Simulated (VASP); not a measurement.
# ZnO (P6_3mc) in VASP: further runs

Runs on ZnO. Level: PBE. Tasks: relaxation of cell and atoms.

Program: VASP 6.6.1. These are calculated values, not measurements. Logs are shortened: lines on timing, memory, paths and dates and some standing lists are left out, and cuts for length are marked.

**1. The crystal as given**

It takes space group P6_3mc (No. 186, hexagonal). The conventional cell has a = 3.249 Å, b = 3.249 Å, c = 5.206 Å, α = 90.00°, β = 90.00°, γ = 120.00°. Zn (site symmetry 3m) is surrounded by 4 O at 1.97 to 1.98 Å. O (site symmetry 3m) is surrounded by 4 Zn at 1.97 to 1.98 Å.

**2. Relaxation of cell and atoms, PBE**

Input file INCAR:

```
PREC = Accurate
ENCUT = 700
EDIFF = 1E-7
ISMEAR = 0
SIGMA = 0.02
LREAL = F
LASPH = T
NELM = 80
ALGO = Normal
ISIF = 3
LWAVE = F
LCHARG = F
GGA = PE
IBRION = 2
NSW = 80
EDIFFG = -0.002
KPAR = 4
```

Input file KPOINTS:

```
Automatic mesh
0
Gamma
  12 12 6
```

Input file POSCAR:

```
ZnO
1.0
    3.2493080000      0.0000000000      0.0000000000
   -1.6246540000      2.8139832700      0.0000000000
    0.0000000000      0.0000000000      5.2057090000
Zn O
2 2
Direct
    0.3333333300      0.6666666700      0.5000000000
    0.6666666700      0.3333333300      0.0000000000
    0.6666666700      0.3333333300      0.3790100000
    0.3333333300      0.6666666700      0.8790100000
```

Potentials or basis: VASP PAW PBE potentials, release 64 (Zn, O).

Command:

```
cat potpaw_PBE.64/Zn/POTCAR potpaw_PBE.64/O/POTCAR > POTCAR
mpirun -np 4 vasp_std > vasp.out
```

OUTCAR:

```text
PREC = Accurate
   ENCUT = 700
   EDIFF = 1E-7
   ISMEAR = 0
   LREAL = F
   LASPH = T
   NELM = 80
   ISIF = 3
   GGA = PE
   IBRION = 2
   NSW = 80
   EDIFFG = -0.002

 ion  position               nearest neighbor table
   1  0.333  0.667  0.500-   4 1.97   3 1.98   3 1.98   3 1.98
   2  0.667  0.333  0.000-   3 1.97   4 1.98   4 1.98   4 1.98
   3  0.667  0.333  0.379-   2 1.97   1 1.98   1 1.98   1 1.98
   4  0.333  0.667  0.879-   1 1.97   2 1.98   2 1.98   2 1.98

  LATTYP: Found a hexagonal cell.
 ALAT       =     3.2493080000
 C/A-ratio  =     1.6020977390

  Lattice vectors:

 A1 = (   3.2493080000,   0.0000000000,   0.0000000000)
 A2 = (  -1.6246540000,   2.8139832700,   0.0000000000)
 A3 = (   0.0000000000,   0.0000000000,   5.2057090000)

Analysis of symmetry for initial positions (statically):
=====================================================================
 Subroutine PRICEL returns:
 Original cell was already a primitive cell.

 Routine SETGRP: Setting up the symmetry group for a
 hexagonal supercell.

 Subroutine GETGRP returns: Found 12 space group operations
 (whereof  6 operations were pure point group operations)
 out of a pool of 24 trial point group operations.

The static configuration has the point symmetry C_3v.
 The point group associated with its full space group is C_6v.

Analysis of symmetry for dynamics (positions and initial velocities):
=====================================================================
 Subroutine PRICEL returns:
 Original cell was already a primitive cell.

 Routine SETGRP: Setting up the symmetry group for a
 hexagonal supercell.

 Subroutine GETGRP returns: Found 12 space group operations
 (whereof  6 operations were pure point group operations)
 out of a pool of 24 trial point group operations.

The dynamic configuration has the point symmetry C_3v.
 The point group associated with its full space group is C_6v.

 Subroutine INISYM returns: Found 12 space group operations
 (whereof  6 operations are pure point group operations),
 and found     1 'primitive' translations

----------------------------------------------------------------------------------------

                                     Primitive cell

  volume of cell :      47.5984

  direct lattice vectors                    reciprocal lattice vectors
     3.249308000  0.000000000  0.000000000     0.307757836  0.177684070  0.000000000
    -1.624654000  2.813983270  0.000000000     0.000000000  0.355368140  0.000000000
     0.000000000  0.000000000  5.205709000     0.000000000  0.000000000  0.192096792

  length of vectors
     3.249308000  3.249307998  5.205709000     0.355368140  0.355368140  0.192096792

  position of ions in fractional coordinates (direct lattice)
     0.333333330  0.666666670  0.500000000
     0.666666670  0.333333330  0.000000000
     0.666666670  0.333333330  0.379010000
     0.333333330  0.666666670  0.879010000

  ion indices of the primitive-cell ions
   primitive index   ion index
                 1           1
                 2           2
                 3           3
                 4           4

----------------------------------------------------------------------------------------

 KPOINTS: Automatic mesh

Automatic generation of k-mesh.
 Grid dimensions read from file:
 generate k-points for:   12   12    6

 Generating k-lattice:

  Cartesian coordinates                     Fractional coordinates (reciprocal lattice)
     0.025646486  0.014807006  0.000000000     0.083333333  0.000000000  0.000000000
     0.000000000  0.029614012  0.000000000     0.000000000  0.083333333  0.000000000
     0.000000000  0.000000000  0.032016132     0.000000000  0.000000000  0.166666667

  Length of vectors
     0.029614012  0.029614012  0.032016132

  Shift w.r.t. Gamma in fractional coordinates (k-lattice)
     0.000000000  0.000000000  0.000000000

 Subroutine IBZKPT returns following result:
 ===========================================

 Found     76 irreducible k-points:

 Following reciprocal coordinates:
            Coordinates               Weight
  0.000000  0.000000  0.000000      1.000000
  0.083333  0.000000  0.000000      6.000000
  0.166667  0.000000  0.000000      6.000000
  0.250000  0.000000  0.000000      6.000000
  0.333333  0.000000  0.000000      6.000000
  0.416667  0.000000  0.000000      6.000000
[... 16 lines left out ...]
  0.250000  0.000000  0.166667     12.000000
  0.333333  0.000000  0.166667     12.000000
 [... further k-points ...]
   k-points           NKPTS =     76   k-points in BZ     NKDIM =     76   number of bands    NBANDS=     22
   number of dos      NEDOS =    301   number of ions     NIONS =      4
   total plane-waves  NPLWV =  37632
   dimension x,y,z NGX =    28 NGY =   28 NGZ =   48
   dimension x,y,z NGXF=    56 NGYF=   56 NGZF=   96
   ions per type =               2   2
   NGX,Y,Z   is equivalent  to a cutoff of  14.33, 14.33, 15.33 a.u.
   NGXF,Y,Z  is equivalent  to a cutoff of  28.65, 28.65, 30.66 a.u.
 SYSTEM =  unknown system
   PREC   = accura    normal or accurate (medium, high low for compatibility)
   ISTART =      0    job   : 0-new  1-cont  2-samecut
   ICHARG =      2    charge: 1-file 2-atom 10-const
   ISPIN  =      1    spin polarized calculation?
   LNONCOLLINEAR =      F non collinear calculations
   LSORBIT =      F    spin-orbit coupling
   LASPH  =      T    aspherical Exc in radial PAW
   ENCUT  =  700.0 eV  51.45 Ry    7.17 a.u.   7.01  7.01 11.23*2*pi/ulx,y,z
   NELM   =     80;   NELMIN=  2; NELMDL= -5     # of ELM steps
   EDIFF  = 0.1E-06   stopping-criterion for ELM
   LREAL  =      F    real-space projection
   EDIFFG = -.2E-02   stopping-criterion for IOM
   NSW    =     80    number of steps for IOM
   IBRION =      2    ionic relax: 0-MD 1-quasi-New 2-CG
   NFREE  =      1    steps in history (QN), initial steepest desc. (CG)
   ISIF   =      3    stress and relaxation
   ISYM   =      2    0-nonsym 1-usesym 2-fastsym
   POTIM  = 0.5000    time-step for ionic-motion
   TEBEG  =    0.0;   TEEND  =   0.0 temperature during run
   PSTRESS=    0.0 pullay stress
   NELECT =      36.0000    total number of electrons
   NUPDOWN=      -1.0000    fix difference up-down
   EMIN   =  10.00;   EMAX   =-10.00  energy-range for DOS
   EFERMI =   0.00;   METHOD = LEGACY
   ISMEAR =     0;   SIGMA  =   0.02  broadening in eV -4-tet -1-fermi 0-gaus
   EFERMI_NEDOS =   21; number of points for ismear=-14 and -15
   IALGO  =     38    algorithm
   IMIX   =      4    mixing-type and parameters
     AMIX     =   0.40;   BMIX     =  1.00
     AMIX_MAG =   1.60;   BMIX_MAG =  1.00
  volume/ion in A,a.u.               =      11.90        80.30
  Fermi-wavevector in a.u.,A,eV,Ry     =   1.491574  2.818667 30.270160  2.224794
  Thomas-Fermi vector in A             =   2.604212
   LORBIT       =      0    0 simple, 1 ext, 2 COOP (PROOUT), +10 PAW based schemes
   GGA     = PE    functional components
   LHFCALC =     F    Hartree Fock is set to
   AEXX    =    0.0000 exact exchange contribution
   IVDW    =     0    specifies the selected vdW correction
   LEPSILON=     F    determine dielectric tensor
   LRPA    =     F    only Hartree local field effects (RPA)
 conjugate gradient relaxation of ions
 non-spin polarized calculation
 Gauss-broadening in eV      SIGMA  =   0.02
  energy-cutoff  :      700.00
  volume of cell :       47.60
 maximum number of plane-waves:      2024
 NGX is ok and might be reduce to    28
   NGX = 13   NGY = 13   NGZ = 23

--------------------------------------- Ionic step        1  -------------------------------------------

 number of electron      36.0000000 magnetization

 Free energy of the ion-electron system (eV)
  ---------------------------------------------------
  ext. energy  EPLUGINS =         0.00000000
  ---------------------------------------------------
  free energy    TOTEN  =       -17.83210070 eV

  energy without entropy =      -17.83210070  energy(sigma->0) =      -17.83210070

------------------------ aborting loop because EDIFF is reached ----------------------------------------

  FORCE on cell =-STRESS in cart. coord.  units (eV):
  Direction    XX          YY          ZZ          XY          YZ          ZX
  --------------------------------------------------------------------------------------
  -------------------------------------------------------------------------------------
  Total        1.5540663      1.5540663      2.0765125      0.0000000      0.0000000      0.0000000
  in kB       52.3103765     52.3103764     69.8960847      0.0000000      0.0000000      0.0000000
  external PRESSURE =      58.1722792 kB  Pullay stress =       0.0000000 kB
[... 95 lines left out ...]
  FREE ENERGIE OF THE ION-ELECTRON SYSTEM (eV)
  ---------------------------------------------------
  free  energy   TOTEN  =       -17.8673886809 eV

  energy  without entropy=      -17.8673886809  energy(sigma->0) =      -17.86738868

[... ionic steps 4 to 8 ...]

--------------------------------------- Ionic step        9  -------------------------------------------

 number of electron      36.0000013 magnetization

------------------------ aborting loop because EDIFF is reached ----------------------------------------

  FORCE on cell =-STRESS in cart. coord.  units (eV):
  Direction    XX          YY          ZZ          XY          YZ          ZX
  --------------------------------------------------------------------------------------
  -------------------------------------------------------------------------------------
  Total        0.0062183      0.0062183      0.0014136      0.0000000      0.0000000      0.0000000
  in kB        0.2010405      0.2010405      0.0457035      0.0000000      0.0000000      0.0000000
  external PRESSURE =       0.1492615 kB  Pullay stress =       0.0000000 kB
[... 61 lines left out ...]
  energy  without entropy=      -17.8674948649  energy(sigma->0) =      -17.86749486

--------------------------------------- Ionic step       11  -------------------------------------------

 number of electron      36.0000014 magnetization

 Free energy of the ion-electron system (eV)
  ---------------------------------------------------
  ext. energy  EPLUGINS =         0.00000000
  ---------------------------------------------------
  free energy    TOTEN  =       -17.86751484 eV

  energy without entropy =      -17.86751484  energy(sigma->0) =      -17.86751484

 E-fermi :   1.0091     XC(G=0): -10.6970

 val. band max:        0.8461914604   @ k =   0.0000   0.0000   0.0000
 cond. band min:       1.5684798409   @ k =   0.0000   0.0000   0.0000
 fundamental gap:      0.7222883804
 Fermi energy:         1.0090636141

 k-point     1 :       0.0000    0.0000    0.0000
  band No.  band energies     occupation
      1     -16.9294      2.00000
      2     -16.2695      2.00000
      3      -4.6670      2.00000
      4      -4.6670      2.00000
      5      -4.6273      2.00000
      6      -4.4956      2.00000
[... 574 lines left out ...]
      6      -4.2910      2.00000
[... 14 lines left out ...]
     21       9.0098      0.00000
     22       9.5580      0.00000

 [... further k-points ...]
[... 5 lines left out ...]
  --------------------------------------------------------------------------------------
  -------------------------------------------------------------------------------------
  Total       -0.0047222     -0.0047222      0.0039584      0.0000000      0.0000000      0.0000000
  in kB       -0.1526455     -0.1526455      0.1279553      0.0000000      0.0000000      0.0000000
  external PRESSURE =      -0.0591119 kB  Pullay stress =       0.0000000 kB
[... 19 lines left out ...]
  FREE ENERGIE OF THE ION-ELECTRON SYSTEM (eV)
  ---------------------------------------------------
  free  energy   TOTEN  =       -17.8675148427 eV

  energy  without entropy=      -17.8675148427  energy(sigma->0) =      -17.86751484

 reached required accuracy - stopping structural energy minimisation
```

It took 87 s on 4 MPI ranks of AMD EPYC 9R45 (Zen 5), shared host; peak memory 0.25 GiB.

Results:

```yaml
Free_energy: -17.8675 eV
Relaxed_volume: 12.39 Å³/atom
Relaxed_cell: a = 3.286 Å, b = 3.286 Å, c = 5.302 Å, α = 90.00°, β = 90.00°, γ = 120.00°
Space_group_after_relaxing_to_0.05_Å: P6_3mc (No. 186)
Energy_gained_by_relaxing: 8.9 meV/atom
Ionic_steps: 11
Pressure_after_relaxing: 0.0 GPa
Band_gap_on_the_k_mesh: 0.72 eV, direct
```

Step by step:
```csv
step,energy change (eV),largest force (eV/Å),pressure (GPa),volume (Å³)
1,0.0000,0.0739,5.82,47.60
2,-0.0262,0.0273,-2.64,50.64
3,-0.0353,0.0007,0.01,49.57
4,-0.0353,0.0017,-0.11,49.61
5,-0.0353,0.0098,0.05,49.55
6,-0.0353,0.0105,0.04,49.54
7,-0.0353,0.0118,0.07,49.53
8,-0.0353,0.0108,0.08,49.54
9,-0.0354,0.0107,0.01,49.56
10,-0.0354,0.0105,-0.03,49.57
11,-0.0354,0.0005,-0.01,49.56
```

Final structure:
```yaml
crystal:
  lattice:
    - [3.28564, 0.00000, 0.00000]
    - [-1.64282, 2.84545, 0.00000]
    - [0.00000, 0.00000, 5.30150]
  atoms:
    - { symbol: Zn, position: [0.33333, 0.66667, 0.49993] }
    - { symbol: Zn, position: [0.66667, 0.33333, 0.99993] }
    - { symbol: O, position: [0.66667, 0.33333, 0.37908] }
    - { symbol: O, position: [0.33333, 0.66667, 0.87908] }
```

PBE usually gives volumes a little too large and moduli too small. Zero-point motion and thermal expansion aren't in these numbers.

**3. Relaxation of cell and atoms, PBE**

This run uses another cell than the first one, of 12.39 Å³/atom, 1.041 times its volume.

INCAR is that of step 2.

KPOINTS is that of step 2.

Input file POSCAR:

```
ZnO                                     
1.0
    3.2856375596      0.0000000000      0.0000000000
   -1.6428187798      2.8454455914      0.0000000000
   -0.0000000000      0.0000000000      5.3015043462
  Zn              O             
     2     2
Direct
     0.3333333300000021    0.6666666699999979    0.4999269239654081
     0.6666666699999979    0.3333333300000021    0.9999269239654081
     0.6666666699999979    0.3333333300000021    0.3790830760345928
     0.3333333300000021    0.6666666699999979    0.8790830760345929
```

Potentials or basis: VASP PAW PBE potentials, release 64 (Zn, O).

Command:

```
cat potpaw_PBE.64/Zn/POTCAR potpaw_PBE.64/O/POTCAR > POTCAR
mpirun -np 4 vasp_std > vasp.out
```

Wall time 37 s (4 MPI ranks of AMD EPYC 9R45 (Zen 5), shared host); peak memory 0.26 GiB.

The run converged. Its results:

```
Free energy                            : -17.8713 eV
Relaxed volume                         : 12.39 Å³/atom
Relaxed cell                           : a = 3.286 Å, b = 3.286 Å, c = 5.302 Å, α = 90.00°, β = 90.00°, γ = 120.00°
Space group after relaxing (to 0.05 Å) : P6_3mc (No. 186)
Energy gained by relaxing              : 0.0 meV/atom
Ionic steps                            : 5
Pressure after relaxing                : 0.0 GPa
Band gap on the k mesh                 : 0.72 eV, direct
```

Final structure:
```
CELL_PARAMETERS angstrom
3.28585 0.00000 0.00000
-1.64293 2.84563 0.00000
0.00000 0.00000 5.30206
ATOMIC_POSITIONS crystal
Zn 0.33333 0.66667 0.49993
Zn 0.66667 0.33333 0.99993
O 0.66667 0.33333 0.37908
O 0.33333 0.66667 0.87908
```

Levels at points of the mesh, in eV from the valence-band top:
| k point | band 14 | band 15 | band 16 | band 17 | band 18 | band 19 | band 20 | band 21 | band 22 |
| --- | --- | --- | --- | --- | --- | --- | --- | --- | --- |
| (0.00, 0.00, 0.00) | -0.75 | -0.75 | -0.08 | 0.00 | 0.00 | 0.72 | 5.07 | 8.06 | 12.70 |
| (0.50, 0.00, 0.00) | -3.42 | -2.71 | -2.13 | -1.22 | -0.79 | 5.60 | 6.82 | 7.52 | 8.23 |
| (0.00, 0.00, 0.50) | -2.22 | -0.37 | -0.37 | -0.37 | -0.37 | 3.35 | 3.35 | 9.90 | 9.90 |
| (0.50, 0.00, 0.50) | -3.68 | -1.42 | -1.42 | -1.31 | -1.31 | 5.63 | 5.63 | 8.20 | 8.20 |
